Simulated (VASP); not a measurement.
Ge, 1 atom in the cell. The structure is orthorhombic, space group Cmmm (No. 65). The conventional cell has a = 2.794 Å, b = 5.201 Å, c = 2.698 Å, α = 90.00°, β = 90.00°, γ = 90.00°. Around Ge (site symmetry mmm) lie 8 Ge at 2.70 to 2.95 Å. This isn't the form of Ge at room conditions, which is diamond.

| Item | Value |
| --- | --- |
| Program | VASP 6.6.1 |
| Task | single point |
| Functional | HSE(alpha, omega) |
| Potentials or basis | VASP PAW PBE potentials, release 64 (Ge_d) |
| Cutoff | 520 eV |
| k mesh | 6 × 6 × 5 |
| Occupations | fermi-dirac, width 0.05 eV |
| Spin | no spin polarisation |
| Screening parameter | 0.4 |
| Grid for exact exchange (PRECFOCK) | Fast |
| Further INCAR settings | ALGO = Normal; EDIFF = 1e-06 |

Potentials or basis: VASP PAW PBE potentials, release 64 (Ge_d).

Command:

```console
$ cat potpaw_PBE.64/Ge_d/POTCAR > POTCAR
$ cp INCAR.step1 INCAR
$ mpirun -np 1 vasp_std > vasp.out
$ cp INCAR.step2 INCAR
$ mpirun -np 1 vasp_std > vasp.out
```

Hardware: 1 thread of Intel(R) Xeon(R) Platinum 8259CL CPU @ 2.50GHz (Skylake/Cascade Lake), on a shared host.

Question: How long does it take, and how much memory?

Answer: It took 13 min on 1 thread of Intel(R) Xeon(R) Platinum 8259CL CPU @ 2.50GHz (Skylake/Cascade Lake), with other jobs on the host, peak memory 0.24 GiB. Counts: scf iterations 10, k points 39.
